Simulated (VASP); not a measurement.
# Bi (Im-3m) in VASP: single point with r2SCAN

Aim: the single point of Bi with r2SCAN.

All numbers are computed with VASP 6.6.1; they aren't measurements. Logs are shortened: lines on timing, memory, paths and dates and some standing lists are left out, and cuts for length are marked.

## Step 1: The crystal as given

Symmetry: Im-3m, No. 229, cubic system. Conventional cell: a = 3.963 Å, b = 3.963 Å, c = 3.963 Å, α = 90.00°, β = 90.00°, γ = 90.00°. Bi (site symmetry m-3m) has 8 Bi at 3.43 Å as nearest neighbours.

This isn't the form of Bi at room conditions, which is rhombohedral.

## Step 2: Single point, r2SCAN

POSCAR reads:

```
Bi
1.0
   -1.9814305318      1.9814305318      1.9814305318
    1.9814305318     -1.9814305318      1.9814305318
    1.9814305318      1.9814305318     -1.9814305318
Bi
1
Direct
    0.0000000000      0.0000000000      0.0000000000
```

INCAR.step1 reads:

```
ALGO = Normal
EDIFF = 1E-4
ENCUT = 520
GGA = PE
ISMEAR = 0
LASPH = T
LCHARG = F
LREAL = F
LWAVE = T
NBANDS = 14
NELM = 60
PREC = Accurate
SIGMA = 0.1
```

INCAR.step2 reads:

```
ALGO = Normal
EDIFF = 1E-6
ENCUT = 520
ISIF = 2
ISMEAR = 0
ISTART = 1
LASPH = T
LCHARG = F
LMIXTAU = T
LREAL = F
LWAVE = F
METAGGA = R2SCAN
NBANDS = 14
NELM = 60
PREC = Accurate
SIGMA = 0.1
```

KPOINTS reads:

```
k-points
0
Gamma
  6 6 6
```

Potentials or basis: VASP PAW PBE potentials, release 64 (Bi_d).

Command:

```
$ cat potpaw_PBE.64/Bi_d/POTCAR > POTCAR
$ cp INCAR.step1 INCAR
$ mpirun -np 1 vasp_std > vasp.out
$ cp INCAR.step2 INCAR
$ mpirun -np 1 vasp_std > vasp.out
```

OUTCAR:

```text
EDIFF = 1E-6
   ENCUT = 520
   ISIF = 2
   ISMEAR = 0
   ISTART = 1
   LASPH = T
   LREAL = F
   METAGGA = R2SCAN
   NELM = 60
   PREC = Accurate

 ion  position               nearest neighbor table
   1  0.000  0.000  0.000-

  LATTYP: Found a body centered cubic cell.
 ALAT       =     3.9628610636

  Lattice vectors:

 A1 = (  -1.9814305318,   1.9814305318,   1.9814305318)
 A2 = (   1.9814305318,  -1.9814305318,   1.9814305318)
 A3 = (   1.9814305318,   1.9814305318,  -1.9814305318)

Analysis of symmetry for initial positions (statically):
=====================================================================
 Subroutine PRICEL returns:
 Original cell was already a primitive cell.

 Routine SETGRP: Setting up the symmetry group for a
 body centered cubic supercell.

 Subroutine GETGRP returns: Found 48 space group operations
 (whereof 48 operations were pure point group operations)
 out of a pool of 48 trial point group operations.

The static configuration has the point symmetry O_h .

Analysis of symmetry for dynamics (positions and initial velocities):
=====================================================================
 Subroutine PRICEL returns:
 Original cell was already a primitive cell.

 Routine SETGRP: Setting up the symmetry group for a
 body centered cubic supercell.

 Subroutine GETGRP returns: Found 48 space group operations
 (whereof 48 operations were pure point group operations)
 out of a pool of 48 trial point group operations.

The dynamic configuration has the point symmetry O_h .

 Subroutine INISYM returns: Found 48 space group operations
 (whereof 48 operations are pure point group operations),
 and found     1 'primitive' translations

----------------------------------------------------------------------------------------

                                     Primitive cell

  volume of cell :      31.1169

  direct lattice vectors                    reciprocal lattice vectors
    -1.981430532  1.981430532  1.981430532     0.000000000  0.252342937  0.252342937
     1.981430532 -1.981430532  1.981430532     0.252342937  0.000000000  0.252342937
     1.981430532  1.981430532 -1.981430532     0.252342937  0.252342937  0.000000000

  length of vectors
     3.431938353  3.431938353  3.431938353     0.356866804  0.356866804  0.356866804

  position of ions in fractional coordinates (direct lattice)
     0.000000000  0.000000000  0.000000000

  ion indices of the primitive-cell ions
   primitive index   ion index
                 1           1

----------------------------------------------------------------------------------------

 KPOINTS: k-points

Automatic generation of k-mesh.
 Grid dimensions read from file:
 generate k-points for:    6    6    6

 Generating k-lattice:

  Cartesian coordinates                     Fractional coordinates (reciprocal lattice)
     0.000000000  0.042057156  0.042057156     0.166666667  0.000000000  0.000000000
     0.042057156  0.000000000  0.042057156     0.000000000  0.166666667  0.000000000
     0.042057156  0.042057156  0.000000000     0.000000000  0.000000000  0.166666667

  Length of vectors
     0.059477801  0.059477801  0.059477801

  Shift w.r.t. Gamma in fractional coordinates (k-lattice)
     0.000000000  0.000000000  0.000000000

 Subroutine IBZKPT returns following result:
 ===========================================

 Found     16 irreducible k-points:

 Following reciprocal coordinates:
            Coordinates               Weight
  0.000000  0.000000  0.000000      1.000000
  0.166667  0.000000  0.000000     12.000000
  0.333333  0.000000  0.000000     12.000000
  0.500000  0.000000  0.000000      6.000000
  0.166667  0.166667  0.000000     24.000000
  0.333333  0.166667 -0.000000     48.000000
[... 8 lines left out ...]
  0.500000  0.500000  0.333333     12.000000
  0.500000  0.500000  0.500000      1.000000
   k-points           NKPTS =     16   k-points in BZ     NKDIM =     16   number of bands    NBANDS=     14
   number of dos      NEDOS =    301   number of ions     NIONS =      1
   total plane-waves  NPLWV =  21952
   dimension x,y,z NGX =    28 NGY =   28 NGZ =   28
   dimension x,y,z NGXF=    56 NGYF=   56 NGZF=   56
   ions per type =               1
   NGX,Y,Z   is equivalent  to a cutoff of  13.56, 13.56, 13.56 a.u.
   NGXF,Y,Z  is equivalent  to a cutoff of  27.13, 27.13, 27.13 a.u.
 SYSTEM =  unknown system
   PREC   = accura    normal or accurate (medium, high low for compatibility)
   ISTART =      1    job   : 0-new  1-cont  2-samecut
   ICHARG =      0    charge: 1-file 2-atom 10-const
   ISPIN  =      1    spin polarized calculation?
   LNONCOLLINEAR =      F non collinear calculations
   LSORBIT =      F    spin-orbit coupling
   LASPH  =      T    aspherical Exc in radial PAW
   ENCUT  =  520.0 eV  38.22 Ry    6.18 a.u.   6.38  6.38  6.38*2*pi/ulx,y,z
   NELM   =     60;   NELMIN=  2; NELMDL=  0     # of ELM steps
   EDIFF  = 0.1E-05   stopping-criterion for ELM
   LREAL  =      F    real-space projection
   EDIFFG = 0.1E-04   stopping-criterion for IOM
   NSW    =      0    number of steps for IOM
   IBRION =     -1    ionic relax: 0-MD 1-quasi-New 2-CG
   NFREE  =      0    steps in history (QN), initial steepest desc. (CG)
   ISIF   =      2    stress and relaxation
   ISYM   =      2    0-nonsym 1-usesym 2-fastsym
   POTIM  = 0.5000    time-step for ionic-motion
   TEBEG  =    0.0;   TEEND  =   0.0 temperature during run
   PSTRESS=    0.0 pullay stress
   NELECT =      15.0000    total number of electrons
   NUPDOWN=      -1.0000    fix difference up-down
   EMIN   =  10.00;   EMAX   =-10.00  energy-range for DOS
   EFERMI =   0.00;   METHOD = LEGACY
   ISMEAR =     0;   SIGMA  =   0.10  broadening in eV -4-tet -1-fermi 0-gaus
   EFERMI_NEDOS =   21; number of points for ismear=-14 and -15
   IALGO  =     38    algorithm
   IMIX   =      4    mixing-type and parameters
     AMIX     =   0.40;   BMIX     =  1.00
     AMIX_MAG =   1.60;   BMIX_MAG =  1.00
  volume/ion in A,a.u.               =      31.12       209.99
  Fermi-wavevector in a.u.,A,eV,Ry     =   1.283630  2.425708 22.418388  1.647705
  Thomas-Fermi vector in A             =   2.415871
   LORBIT       =      0    0 simple, 1 ext, 2 COOP (PROOUT), +10 PAW based schemes
   METAGGA = R2SCAN    functional components
   LHFCALC =     F    Hartree Fock is set to
   AEXX    =    0.0000 exact exchange contribution
   IVDW    =     0    specifies the selected vdW correction
   LEPSILON=     F    determine dielectric tensor
   LRPA    =     F    only Hartree local field effects (RPA)
 non-spin polarized calculation
 Gauss-broadening in eV      SIGMA  =   0.10
  energy-cutoff  :      520.00
  volume of cell :       31.12
 maximum number of plane-waves:       887
 NGX is ok and might be reduce to    28
   NGX = 13   NGY = 13   NGZ = 13

 number of electron      14.9999994 magnetization

 Free energy of the ion-electron system (eV)
  ---------------------------------------------------
  ext. energy  EPLUGINS =         0.00000000
  ---------------------------------------------------
  free energy    TOTEN  =       -58.25306406 eV

  energy without entropy =      -58.24121870  energy(sigma->0) =      -58.24714138

 E-fermi :   7.5194     XC(G=0): -11.0581

 val. band max:        7.5124218969   @ k =   0.3333   0.1667   0.1667
 cond. band min:       8.0170037695   @ k =   0.1667   0.1667   0.1667
 fundamental gap:      0.5045818726
 Fermi energy:         7.5193684153

 k-point     1 :       0.0000    0.0000    0.0000
  band No.  band energies     occupation
      1     -15.9021      2.00000
      2     -15.9021      2.00000
      3     -15.9021      2.00000
      4     -15.7591      2.00000
      5     -15.7591      2.00000
      6      -6.2848      2.00000
      7      13.1799      0.00000
      8      13.1799      0.00000
      9      13.1799      0.00000
     10      17.9623      0.00000
     11      19.1189      0.00000
     12      19.1189      0.00000
     13      19.1189      0.00000
     14      20.0036      0.00000

 k-point     2 :       0.1667    0.0000    0.0000
  band No.  band energies     occupation
      1     -15.9129      2.00000
      2     -15.8844      2.00000
      3     -15.8444      2.00000
      4     -15.7708      2.00000
      5     -15.7616      2.00000
      6      -5.7536      2.00000
      7       9.5268      0.00000
      8      11.8533      0.00000
      9      12.7599      0.00000
     10      16.5201      0.00000
     11      17.4243      0.00000
     12      18.8253      0.00000
     13      20.1025      0.00000
     14      22.0252      0.00000

 k-point     3 :       0.3333    0.0000    0.0000
  band No.  band energies     occupation
      1     -15.9348      2.00000
      2     -15.8692      2.00000
      3     -15.7768      2.00000
      4     -15.7665      2.00000
      5     -15.7268      2.00000
      6      -4.2857      2.00000
      7       4.9060      2.00000
      8      10.0885      0.00000
      9      11.9320      0.00000
     10      14.9069      0.00000
     11      16.2240      0.00000
     12      19.8529      0.00000
     13      21.3902      0.00000
     14      25.7076      0.00000
[... 188 lines left out ...]
 k-point    15 :       0.5000    0.5000    0.3333
  band No.  band energies     occupation
      1     -15.8881      2.00000
      2     -15.8767      2.00000
      3     -15.7542      2.00000
      4     -15.7220      2.00000
      5     -15.6830      2.00000
      6      -1.5230      2.00000
      7       4.6485      2.00000
      8       6.4950      2.00000
      9       7.1503      2.00000
     10      13.0453      0.00000
     11      14.0010      0.00000
     12      21.9096      0.00000
     13      22.4582      0.00000
     14      25.8251      0.00000

 k-point    16 :       0.5000    0.5000    0.5000
  band No.  band energies     occupation
      1     -15.9117      2.00000
      2     -15.9117      2.00000
      3     -15.6884      2.00000
      4     -15.6884      2.00000
      5     -15.6884      2.00000
      6      -0.7288      2.00000
      7       5.8550      2.00000
      8       5.8550      2.00000
      9       5.8550      2.00000
     10      11.8447      0.00000
     11      11.8447      0.00000
     12      24.0683      0.00000
     13      26.5960      0.00000
     14      26.5960      0.00000

------------------------ aborting loop because EDIFF is reached ----------------------------------------

  FORCE on cell =-STRESS in cart. coord.  units (eV):
  Direction    XX          YY          ZZ          XY          YZ          ZX
  --------------------------------------------------------------------------------------
  -------------------------------------------------------------------------------------
  Total        0.0692999      0.0692999      0.0692999      0.0000000      0.0000000      0.0000000
  in kB        3.5681806      3.5681806      3.5681806      0.0000000      0.0000000      0.0000000
  external PRESSURE =       3.5681806 kB  Pullay stress =       0.0000000 kB

 VOLUME and BASIS-vectors are now :
 -----------------------------------------------------------------------------
  energy-cutoff  :      520.00
  volume of cell :       31.12
      direct lattice vectors                 reciprocal lattice vectors
    -1.981430532  1.981430532  1.981430532     0.000000000  0.252342937  0.252342937
     1.981430532 -1.981430532  1.981430532     0.252342937  0.000000000  0.252342937
     1.981430532  1.981430532 -1.981430532     0.252342937  0.252342937  0.000000000

 POSITION                                       TOTAL-FORCE (eV/Angst)
 -----------------------------------------------------------------------------------
      0.00000      0.00000      0.00000        -0.000000      0.000000      0.000000
 -----------------------------------------------------------------------------------
    total drift:                               -0.000000     -0.000000     -0.000000

  FREE ENERGIE OF THE ION-ELECTRON SYSTEM (eV)
  ---------------------------------------------------
  free  energy   TOTEN  =       -58.2530640561 eV

  energy  without entropy=      -58.2412187009  energy(sigma->0) =      -58.24714138
```

It took 47 s on 1 thread of Intel Xeon Platinum 8488C (Sapphire Rapids), shared host; peak memory 0.16 GiB.

Results:

```
Free energy            : -58.2531 eV
Pressure               : 0.4 GPa
Band gap on the k mesh : none (metal or under the smearing width)
```

Levels at points of the mesh, in eV from the Fermi level:
```tsv
k point	band 4	band 5	band 6	band 7	band 8	band 9	band 10	band 11
(0.00, 0.00, 0.00)	-23.28	-23.28	-13.80	5.66	5.66	5.66	10.44	11.60
(0.50, 0.00, 0.00)	-23.29	-23.19	-10.56	-4.99	1.88	4.03	6.89	8.31
(0.50, 0.50, 0.50)	-23.21	-23.21	-8.25	-1.66	-1.66	-1.66	4.33	4.33
```

Caveat: the k mesh is coarse (spacing up to 0.37 Å⁻¹), so the values aren't converged; the PAW data sets were made with another functional, which shifts forces and pressure a little; spin-orbit coupling is left out, which moves the levels of the heavy elements.
